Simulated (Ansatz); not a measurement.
Mo: energy along a strain

Mo, Im-3m, a = 3.129 Å. Ansatz: PBEsol, PAW, 420 eV, Γ-centred 26×26×26 mesh on 1 atom, Gaussian smearing 0.15 eV; no spin polarisation. Cell vectors (Å): -1.565 1.565 1.565; 1.565 -1.565 1.565; 1.565 1.565 -1.565. The cell is strained by x per cent times the pattern (0 1 0 0 0 0) in the order xx yy zz yz xz xy (engineering shears), with fractional coordinates held. y is the free energy over the start, V0 = 15.322 Å³/atom.

```tsv
x (%)	y (meV/atom)
-4.00	?
-3.00	23.21
-2.00	10.18
-1.00	2.54
0.00	0.00
1.00	2.24
2.00	8.96
3.00	19.84
3.50	26.76
4.00	34.60
```

Question: Fit y = c1 x + c2 x² + c3 x³ to the other rows, get the stiffness along the pattern, and predict the missing energy.

Answer: Least squares on the rows shown. y = −0.10109 x + 2.3920 x² − 0.051068 x³. The clamped-ion stiffness p·C·p = 2 × 23.92 eV × 160.2 / 15.322 Å³ = 500 GPa, which is C22 in these axes (C11 of the cubic crystal); c1 is there for the stress left in the start, which by itself gives a slope of -0.10 meV/atom per %. At x = -4.00 the fit asked for gives 41.94 meV/atom. The run gave 41.94 meV/atom, the same to the digits shown.